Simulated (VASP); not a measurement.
## Al2O3 in VASP: convergence with k mesh

Input of the first run (k mesh 3 × 3 × 1); the others differ in this setting and in those tied to it:

Contents of INCAR:

```
SYSTEM = Al2O3
ALGO     = Fast           ! electronic algorithm
EDIFF    = 1E-6           ! SCF threshold, eV
ENCUT    = 400            ! plane-wave cutoff, eV
GGA      = PE             ! functional
ISIF     = 2              ! what is computed and relaxed
ISMEAR   = 0              ! smearing method
LASPH    = .TRUE.         ! aspherical terms in the spheres
LCHARG   = .FALSE.        ! write CHGCAR
LREAL    = .FALSE.        ! projectors in reciprocal space
LWAVE    = .FALSE.        ! write WAVECAR
NELM     = 60             ! most SCF steps
PREC     = Accurate       ! precision mode
SIGMA    = 0.02           ! smearing width, eV
```

KPOINTS

```
k-points
0
G
  3 3 1
  0 0 0
```

POSCAR

```
Al2O3
1.0
    2.8843249483      0.0000000000      0.0000000000
   -1.4421624742      2.4978986780      0.0000000000
    0.0000000000      0.0000000000      9.3367544600
Al O
2 3
Direct
    0.0000000000      0.0000000000      0.8500076700
    0.0000000000      0.0000000000      0.1499923300
    0.3333333333      0.6666666667      0.7776830800
    0.6666666667      0.3333333333      0.0000000000
    0.3333333333      0.6666666667      0.2223169200
```

Potentials or basis: VASP PAW PBE potentials, release 64 (Al, O_s).

Command:

```console
$ cat potpaw_PBE.64/Al/POTCAR potpaw_PBE.64/O_s/POTCAR > POTCAR
$ mpirun -np 1 vasp_std > vasp.out
```

Measurements of this composition are mostly on another form, of space group No. 167.

Hardware: 1 thread of AMD EPYC 7R13 Processor (Zen 3) (shared host).

| k mesh | energy less the tightest run, at zero smearing (meV/atom) | pressure (GPa) | largest force (eV/Å) | gap on the mesh (eV) | SCF cycles | CPU time (s) | peak memory (GiB) |
| --- | --- | --- | --- | --- | --- | --- | --- |
| 3 × 3 × 1 | 29.58 | 0.33 | 0.131 | 4.752 | 27 | 8.5 | 0.12 |
| 4 × 4 × 1 | 4.26 | 0.22 | 0.065 | 4.820 | 25 | 9.6 | 0.12 |
| 5 × 5 × 2 | 0.68 | 0.25 | 0.061 | 4.761 | 25 | 20 | 0.12 |
| 6 × 6 × 2 | 0.11 | 0.23 | 0.063 | 4.755 | 26 | 25 | 0.12 |
| 8 × 8 × 2 | 0.01 | 0.25 | 0.062 | 4.755 | 25 | 28 | 0.12 |
| 9 × 9 × 3 | -0.01 | 0.26 | 0.062 | 4.745 | 25 | 34 | 0.13 |
| 12 × 12 × 4 | -0.01 | 0.22 | 0.063 | 4.754 | 26 | 78 | 0.14 |
| 14 × 14 × 4 | -0.01 | 0.22 | 0.063 | 4.747 | 26 | 96 | 0.15 |
| 17 × 17 × 5 | 0.00 | 0.22 | 0.063 | 4.747 | 26 | 130 | 0.16 |

Against the tightest run, the energy stays within 1 meV/atom from 5 × 5 × 2 on; the pressure stays within 0.1 GPa from 4 × 4 × 1 on; the largest force stays within 0.005 eV/Å from 4 × 4 × 1 on; the gap on the mesh stays within 0.01 eV from 6 × 6 × 2 on. Meshes of other sizes hit other points, so gaps and Fermi surfaces needn't settle smoothly. The tightest run that finished is the yardstick and may itself not be fully converged.

Caveat, for the tightest run too: an odd mesh through Γ misses points on the zone boundary, where band edges often lie.
